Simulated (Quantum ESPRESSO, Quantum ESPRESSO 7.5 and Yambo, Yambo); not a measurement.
**Quasiparticle gap of InP (F-43m) in Yambo**

Aim: the G0W0 gap of InP (F-43m) on PBE, step by step.

Calculated with Quantum ESPRESSO 7.5 and Yambo 5.3.0; PBE and many-body steps on it, plane waves.

Report form: the programs' logs are mostly left out.

The database entry behind the starting cell differs from later determinations by our own check (0.1 to 0.3 % short, probably kX units), so it need not match the best structure at ambient conditions.

**1. The structure**

The structure is cubic, space group F-43m (No. 216). The conventional cell has a = 5.861 Å, b = 5.861 Å, c = 5.861 Å, α = 90.00°, β = 90.00°, γ = 90.00°. In has 4 P at 2.54 Å nearest. P has 4 In at 2.54 Å nearest. Farther neighbours are not listed.

The cell and positions come from the Crystallography Open Database and are kept as given unless a step says otherwise.

**2. Ground state**

This step: Quantum ESPRESSO 7.5; DFT, PBE, plane waves, norm-conserving pseudopotentials.

The ground-state density comes first.

The input, pw.in:

```
&control
  calculation = 'scf'
  prefix = 'x'
  outdir = 'o'
  pseudo_dir = 'pseudo'
/
&system
  ibrav = 0
  nat = 2
  ntyp = 2
  ecutwfc = 80.0
  nbnd = 18
  force_symmorphic = .true.
/
&electrons
  conv_thr = 1e-10
  electron_maxstep = 80
  mixing_beta = 0.5
/
ATOMIC_SPECIES
  In 114.82 In.upf
  P 30.974 P.upf
CELL_PARAMETERS angstrom
  -0.0000000000 2.9305000000 2.9305000000
  2.9305000000 -0.0000000000 2.9305000000
  2.9305000000 2.9305000000 -0.0000000000
ATOMIC_POSITIONS crystal
  In 0.0000000000 0.0000000000 0.0000000000
  P 0.2500000000 0.2500000000 0.2500000000
K_POINTS automatic
  6 6 6 0 0 0
```

On the command line:

```
$ OMP_NUM_THREADS=1 mpirun -n 4 pw.x -nk 4 -in pw.in > pw.out
```

Run time: 5.9 s. Hardware: 4 MPI ranks of Arm Neoverse V1, shared host; peak memory 0.31 GiB; 23 s of CPU time.

This step gave:

| Item | Value |
| --- | --- |
| total energy | -5616.0406 eV |
| gap | 0.7080 eV |
| k of the valence top | 0, 0, 0 |
| k of the conduction bottom | 0, 0, 0 |
| least direct gap | 0.7080 eV |

The gap is direct, at Γ.

**3. Bands along the symmetry lines**

The cheap functional maps the bands first; the places of the edges decide which points the dearer methods must see.

The input, pw.in:

```
&control
  calculation = 'bands'
  prefix = 'x'
  outdir = 'o'
  pseudo_dir = 'pseudo'
/
&system
  ibrav = 0
  nat = 2
  ntyp = 2
  ecutwfc = 80.0
  nbnd = 19
  force_symmorphic = .true.
/
&electrons
  conv_thr = 1e-9
  electron_maxstep = 80
  diago_full_acc = .true.
  diago_thr_init = 5e-6
/
ATOMIC_SPECIES
  In 114.82 In.upf
  P 30.974 P.upf
CELL_PARAMETERS angstrom
  -0.0000000000 2.9305000000 2.9305000000
  2.9305000000 -0.0000000000 2.9305000000
  2.9305000000 2.9305000000 -0.0000000000
ATOMIC_POSITIONS crystal
  In 0.0000000000 0.0000000000 0.0000000000
  P 0.2500000000 0.2500000000 0.2500000000
K_POINTS crystal
  50
  0.00000000 0.00000000 0.00000000 1
  -0.06250000 -0.06250000 0.00000000 1
  -0.12500000 -0.12500000 0.00000000 1
  -0.18750000 -0.18750000 0.00000000 1
  -0.25000000 -0.25000000 0.00000000 1
  -0.31250000 -0.31250000 0.00000000 1
  -0.37500000 -0.37500000 0.00000000 1
  -0.43750000 -0.43750000 0.00000000 1
  -0.50000000 -0.50000000 0.00000000 1
  -0.48437500 -0.48437500 0.03125000 1
  -0.46875000 -0.46875000 0.06250000 1
  -0.45312500 -0.45312500 0.09375000 1
  -0.43750000 -0.43750000 0.12500000 1
  -0.42187500 -0.42187500 0.15625000 1
  -0.40625000 -0.40625000 0.18750000 1
  -0.39062500 -0.39062500 0.21875000 1
  -0.37500000 -0.37500000 0.25000000 1
  -0.37500000 0.00000000 0.37500000 1
  -0.32812500 0.00000000 0.32812500 1
  -0.28125000 0.00000000 0.28125000 1
  -0.23437500 0.00000000 0.23437500 1
  -0.18750000 0.00000000 0.18750000 1
  -0.14062500 0.00000000 0.14062500 1
  -0.09375000 0.00000000 0.09375000 1
  -0.04687500 0.00000000 0.04687500 1
  0.00000000 0.00000000 0.00000000 1
  0.00000000 0.00000000 0.06250000 1
  0.00000000 0.00000000 0.12500000 1
  0.00000000 0.00000000 0.18750000 1
  0.00000000 0.00000000 0.25000000 1
  0.00000000 0.00000000 0.31250000 1
  0.00000000 0.00000000 0.37500000 1
  0.00000000 0.00000000 0.43750000 1
  -0.00000000 -0.00000000 0.50000000 1
  -0.06250000 -0.03125000 0.46875000 1
  -0.12500000 -0.06250000 0.43750000 1
  -0.18750000 -0.09375000 0.40625000 1
  -0.25000000 -0.12500000 0.37500000 1
  -0.31250000 -0.15625000 0.34375000 1
  -0.37500000 -0.18750000 0.31250000 1
  -0.43750000 -0.21875000 0.28125000 1
  -0.50000000 -0.25000000 0.25000000 1
  -0.50000000 -0.28125000 0.21875000 1
  -0.50000000 -0.31250000 0.18750000 1
  -0.50000000 -0.34375000 0.15625000 1
  -0.50000000 -0.37500000 0.12500000 1
  -0.50000000 -0.40625000 0.09375000 1
  -0.50000000 -0.43750000 0.06250000 1
  -0.50000000 -0.46875000 0.03125000 1
  -0.50000000 -0.50000000 0.00000000 1
```

Wall time 5.3 s (4 MPI ranks); peak memory 0.28 GiB.

Numbers from this step:

| Quantity | Value |
| --- | --- |
| gap | 0.7080 eV |
| k of the valence top | 0, 0, 0 |
| k of the conduction bottom | 0, 0, 0 |
| least direct gap | 0.7080 eV |

The gap is 0.708 eV, as in the run before at this level.

Electronic bands along the path, in eV, zero at the top of the highest filled band:

```
    point  band 10  band 11  band 12  band 13  band 14  band 15  band 16  band 17
        Γ   -11.52     0.00     0.00     0.00     0.71     4.09     4.09     4.09
  halfway   -10.62    -3.34    -1.41    -1.41     2.49     3.13     6.38     6.38
        X    -9.14    -5.75    -2.32    -2.32     1.76     2.27     9.23     9.59
  halfway    -9.13    -5.71    -2.75    -2.22     2.04     2.87     8.40     8.71
        U    -9.15    -5.61    -3.30    -1.94     2.36     4.39     7.52     7.54
jump to K    -9.15    -5.61    -3.30    -1.94     2.36     4.39     7.52     7.54
  halfway   -10.53    -3.80    -2.01    -0.57     2.84     4.69     4.99     5.22
        Γ   -11.52     0.00     0.00     0.00     0.71     4.09     4.09     4.09
  halfway   -10.84    -3.44    -0.56    -0.56     1.79     4.79     4.79     5.33
        L    -9.80    -5.73    -0.97    -0.97     1.50     4.81     4.81     7.12
  halfway    -9.48    -5.54    -2.69    -1.63     3.17     4.18     5.88     7.23
        W    -9.06    -5.60    -2.95    -2.91     4.29     4.38     5.57     6.21
  halfway    -9.10    -5.68    -2.65    -2.64     2.69     3.10     7.66     7.75
        X    -9.14    -5.75    -2.32    -2.32     1.76     2.27     9.23     9.59
```

**4. Empty states on the mesh, 4×4×4 mesh, 255 bands**

The sums over transitions need many empty states on a uniform mesh; this step solves for them.

The input, pw.in:

```
&control
  calculation = 'nscf'
  prefix = 'x'
  outdir = 'o'
  pseudo_dir = 'pseudo'
/
&system
  ibrav = 0
  nat = 2
  ntyp = 2
  ecutwfc = 80.0
  nbnd = 255
  force_symmorphic = .true.
/
&electrons
  conv_thr = 1e-9
  electron_maxstep = 80
  diago_full_acc = .true.
  diago_thr_init = 5e-6
/
ATOMIC_SPECIES
  In 114.82 In.upf
  P 30.974 P.upf
CELL_PARAMETERS angstrom
  -0.0000000000 2.9305000000 2.9305000000
  2.9305000000 -0.0000000000 2.9305000000
  2.9305000000 2.9305000000 -0.0000000000
ATOMIC_POSITIONS crystal
  In 0.0000000000 0.0000000000 0.0000000000
  P 0.2500000000 0.2500000000 0.2500000000
K_POINTS automatic
  4 4 4 0 0 0
```

Wall time 24 s (4 MPI ranks); peak memory 0.61 GiB.

This step gave:

```
gap                                                           : 0.7080 eV
k of the valence top                                          : 0, 0, 0
k of the conduction bottom                                    : 0, 0, 0
least direct gap                                              : 0.7080 eV
k points computed                                             : 8
lowest point of the top converged band, above the valence top : 150.1243 eV
```

On this mesh the gap is 0.708 eV.

**5. Conversion and set-up**

This step: Yambo 5.3.0; conversion and set-up on PBE, plane waves, norm-conserving pseudopotentials.

The states are converted to the many-body program's format and the q mesh is built.

On the command line:

```
$ (cd o/x.save; p2y > p2y.log; mv SAVE ../..); yambo > setup.log
```

The job ended after 2.7 s (1 MPI rank; peak memory 0.25 GiB).

**6. Screening and self-energy, 4×4×4 mesh, 255 bands, screening to 231.3 eV**

Now the one-shot GW correction: screening in the RPA, then the self-energy of the levels asked for.

This step: G0W0 on PBE, plane waves, norm-conserving pseudopotentials.

The input, gw1.in:

```
HF_and_locXC
gw0
dyson
ppa
em1d
rim_cut
RandQpts= 1000000
RandGvec= 1 RL
EXXRLvcs= 80 Ry
VXCRLvcs= 320 Ry
Chimod= "HARTREE"
% BndsRnXp
 1 | 255 |
%
NGsBlkXp= 17 Ry
% LongDrXp
 1 | 1 | 1 |
%
% GbndRnge
 1 | 255 |
%
DysSolver= "n"
ExtendOut
PPAPntXp= 27.21138 eV
% QPkrange
 1 | 1 | 12 | 15 |
%
```

On the command line:

```
$ OMP_NUM_THREADS=1 mpirun -n 4 yambo -F gw1.in -J gw1 -C gw1 > gw1.log
```

Wall time 6.7 min (4 MPI ranks); peak memory 2 GiB; 27 min of CPU time.

This step gave:

```yaml
g0w0_gap_on_the_points_computed: 1.409 eV
starting_gap_on_the_mesh: 0.7080 eV
k_of_the_valence_top: 0, 0, 0
k_of_the_conduction_bottom: 0, 0, 0
least_direct_g0w0_gap_on_the_computed_points: 1.409 eV
z_at_the_valence_top: 0.7804
z_at_the_conduction_bottom: 0.7939
```

The gap on the mesh goes from 0.71 eV to 1.41 eV, a correction of +0.70 eV.

Limits: finite bands, cutoff and mesh; no spin-orbit coupling; coarse k mesh. v1 is the top filled band, c1 the lowest empty one. Levels before and after the correction, in eV, zero at the valence-band top of each column:

```
           conduction bottom  valence top
Kohn-Sham               0.71         0.00
     G0W0               1.41         0.00
```

```
             level  energy (eV)
Kohn-Sham  Γ v2-v1        0.000
Kohn-Sham     Γ c1        0.708
Kohn-Sham     Γ c2        4.089
     G0W0  Γ v2-v1        0.000
     G0W0     Γ c1        1.409
     G0W0     Γ c2        4.908
```

**7. Where the time went**

Times are wall times on the hardware named with each run, good to a factor of about two.

```
                          step     time  share  memory (GiB)
                  ground state    5.9 s    1 %          0.31
bands along the symmetry lines    5.3 s    1 %          0.28
      empty states on the mesh     24 s    6 %          0.61
         conversion and set-up    2.7 s    1 %          0.25
     screening and self-energy  6.7 min   91 %             2
```

**8. Summary of results**

| Quantity | Value |
| --- | --- |
| PBE gap | 0.71 eV, direct |
| G0W0 gap on the mesh | 1.41 eV |
| GW settings | 4×4×4 mesh, 255 bands, screening to 231.3 eV, Godby-Needs plasmon pole |
| known limits | not at the basis limit; no spin-orbit coupling; coarse k mesh |

G0W0 moves the gap on the mesh from 0.71 eV to 1.41 eV (+0.70 eV), with Z of 0.78 and 0.79 at the edges. Only 1 of the mesh's irreducible points was corrected, so a valley elsewhere could overtake. The dearest step here is «screening and self-energy». Bands and cutoff are finite, so the gap is not at the basis limit. The miss can reach some tenths of an eV and take either sign; the mesh is an error of its own. In the G0W0 run levels were corrected at 1 k point alone, so a gap called «on the mesh» is the least over those, and an edge elsewhere would be missed. The 4×4×4 mesh is coarse for this cell, which bears on the long-range parts of exchange and screening. The many-body steps are scalar-relativistic: spin-orbit coupling is not in them.

[Paths, hosts, dates, memory and timing lines, banners, echoed tables and standing remarks are left out of the program output.]

[Logs are printed without paths, hosts, clocks, repeated set-up lines and the standing remarks that a program may print on its own settings, such as how far it seeks lower states.]

[Runs of the session that timed out or met a known fault of the program may be left out.]

[Hosts, paths, dates, database ids (printed as entryN), source tags and the programs' standing remarks are cut or masked in the printed files.]
